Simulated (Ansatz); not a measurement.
# Structure types of As compared at 56 GPa

Structure types of As are relaxed in primitive cells with their symmetry kept at 56 GPa, first on PAW files, then by LAPW. The enthalpy is E + pV at zero temperature, without zero-point motion. Only the types listed were tried, and differences under about 5 meV/atom are mesh noise. The real phase may be another.

Computed with Ansatz 0.2.0; functional PBE, scalar-relativistic. Settings: Fermi–Dirac smearing of 0.08 eV, no spin polarisation. Methods: LAPW: all electrons, basis error target 0.5 meV/atom; PAW: frozen-core files, cutoff 420 eV.

k meshes: fcc 17×17×17, bcc 18×18×18, hcp 16×16×9, beta tin 17×17×17, A7 14×14×14, omega 9×9×12.

Problem. Which type is lowest in enthalpy, and by how much?

Solution. bcc, 15 meV/atom below sc. The whole table:

```csv
start type,ends as,"a, b, c (Å)",V (Å³/atom),"H − H(lowest), LAPW (meV/atom)","same, PAW"
fcc,"fcc, Fm-3m","3.799, 3.799, 3.799",13.71,162.4,162.5
bcc,"bcc, Im-3m","3.010, 3.010, 3.010",13.63,0.0,0.0
hcp,"hcp, P6_3/mmc","2.722, 2.722, 4.275",13.71,104.2,104.2
beta tin,"beta tin, I4_1/amd","4.784, 4.784, 2.515",14.39,109.9,109.9
A7,"sc, Pm-3m","2.437, 2.437, 2.437",14.47,15.2,15.3
omega,"omega, P6/mmm","4.301, 4.301, 2.572",13.73,46.0,46.0
```

Problem. Split the lead of bcc over sc into energy and pV.

Solution. For sc less bcc: ΔE = -278.1 meV/atom, and p·ΔV = 56 GPa × +0.8392 Å³ × 6.242 meV/(GPa·Å³) = +293.3 meV/atom, together 15.2 meV/atom. bcc wins by its smaller volume, against the internal energy.
